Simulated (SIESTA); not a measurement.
## NiO under changes of volume

One of the cells (9.076 Å³/atom); the others are scaled copies at fixed shape and fractional positions:

```
Ni O
1.0
     0.00000    2.08590    2.08590
     2.08590    0.00000    2.08590
     2.08590    2.08590    0.00000
Ni O
1 1
Direct
  0.00000 0.00000 0.00000
  0.50000 0.50000 0.50000
```

| Item | Value |
| --- | --- |
| Program | SIESTA 5.4.2 |
| Functional | LDA |
| Potentials or basis | PseudoDojo 0.4 standard (LDA files) |
| Basis | DZP (energy shift 0.003 Ry; two zetas on semicore shells) |
| Grid cutoff | 800 Ry |
| Energy shift | 0.003 Ry |
| k mesh | 8 × 8 × 8 |
| Occupations | fermi-dirac, width 0.05 eV |
| Spin | collinear spin, ferromagnetic start |
| Starting moments | [1.0, 0.0] μB |

| volume (Å³/atom) | energy over the lowest point (meV/atom) | pressure (GPa) | moment (μB per cell) |
| --- | --- | --- | --- |
| 8.531 | 0.00 | -5.6 | 0.71 |
| 8.713 | 9.11 | -10.4 | 0.71 |
| 8.894 | ? | ? | ? |
| 9.076 | 41.84 | -18.0 | 0.72 |
| 9.257 | 64.21 | -21.3 | 0.73 |
| 9.439 | 90.08 | -24.1 | 0.73 |
| 9.620 | 118.93 | -26.5 | 0.74 |

Task: What does the run at 8.894 Å³/atom give?

Result: Energy over the lowest point 23.33 meV/atom; pressure -14.6 GPa; moment 0.71 μB per cell.

Worked out: A Birch-Murnaghan fit of order 3 (a polynomial in V^(-2/3)) to the other rows has its minimum at 8.34 Å³/atom, just outside them, with B0 = V·E''(V) = 263 GPa and B' = 4.8. It gives 23.22 meV/atom at 8.894 Å³/atom, against the run's 23.33, and -dE/dV = -14.5 GPa, against -14.6. A straight line through the other rows of the moment, of slope 0.0281 μB per Å³/atom, gives 0.72 μB, against the run's 0.71.

Energies are extrapolated to zero smearing.

Caveats: short orbitals over semicore shells can move pressures by several GPa; the basis of atomic orbitals isn't converged, which shifts pressures, moduli and gaps; a cell with one magnetic atom can't hold antiferromagnetic order, which such compounds often take.
